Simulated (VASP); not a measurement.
Wanted: the native input for a VASP 6.6.1 run.

| Item | Value |
| --- | --- |
| Task | single point |
| Functional | revPBE |
| Potentials or basis | VASP PAW PBE potentials, release 64 (Ca_sv) |
| Cutoff | 520 eV |
| k mesh | 7 × 7 × 7 |
| Occupations | fermi-dirac, width 0.1 eV |
| Spin | no spin polarisation |
| Dipole correction | no |
| Further INCAR settings | ALGO = Normal; EDIFF = 1e-07; NBANDS = 17 |

The structure of Ca lies in POSCAR:

```
Ca
1.0
    0.0000000000      4.3683114087      4.3683114087
    4.3683114087      0.0000000000      4.3683114087
    4.3683114087      4.3683114087      0.0000000000
Ca
2
Direct
    0.1250000000      0.1250000000      0.1250000000
    0.8750000000      0.8750000000      0.8750000000
```

This isn't the form of Ca at room conditions, which is fcc.

The input as run:

INCAR

```
SYSTEM = Ca
ALGO = Normal ; EDIFF = 1E-7
ENCUT = 520 ; GGA = RE
ISIF = 2 ; ISMEAR = -1
LASPH = .TRUE. ; LCHARG = .TRUE.
LELF = .TRUE. ; LREAL = .FALSE.
LVHAR = .TRUE. ; LWAVE = .FALSE.
NBANDS = 17 ; NELM = 100
PREC = Accurate ; SIGMA = 0.1
```

KPOINTS

```
k-points
0
G
  7 7 7
  0 0 0
```

Potentials or basis: VASP PAW PBE potentials, release 64 (Ca_sv).

Command:

```console
$ cat potpaw_PBE.64/Ca_sv/POTCAR > POTCAR
$ mpirun -np 1 vasp_std > vasp.out
```

Results of the run:

| Quantity | Value |
| --- | --- |
| Pressure | 0.0 GPa |
| Band gap on the k mesh | none (metal or under the smearing width) |

Caveat: the PAW data sets were made with another functional, which shifts forces and pressure a little.

Wall time 89 s on 1 thread of Intel(R) Xeon(R) Platinum 8488C (Sapphire Rapids) (shared host), peak memory 0.32 GiB.
